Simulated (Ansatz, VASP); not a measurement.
# One calculation of V, two programs

```
V
1.0
     0.00000    1.91052    1.91052
     1.91052    0.00000    1.91052
     1.91052    1.91052    0.00000
V
1
Direct
  0.00000 0.00000 0.00000
```

Alike in both runs: task single point; functional PBEsol; k mesh 16 × 16 × 16; occupations fermi-dirac, width 0.1 eV; no spin polarisation.

```csv
,VASP,Ansatz
version,VASP 6.6.1,Ansatz 0.2.0
potentials or method,"VASP PAW PBE potentials, release 64 (V_sv)","plane waves (420 eV) with PAW, scalar-relativistic"
plane-wave cutoff (eV),520,420
valence electrons in the cell,13,13
```

|  | VASP | Ansatz | Ansatz less VASP |
| --- | --- | --- | --- |
| pressure (GPa) | -6.8 | -6.9 | -0.11 |

Ansatz warned: «pseudo_functional_mismatch».

Caveats: the PAW data sets were made with another functional, which shifts forces and pressure a little (VASP).
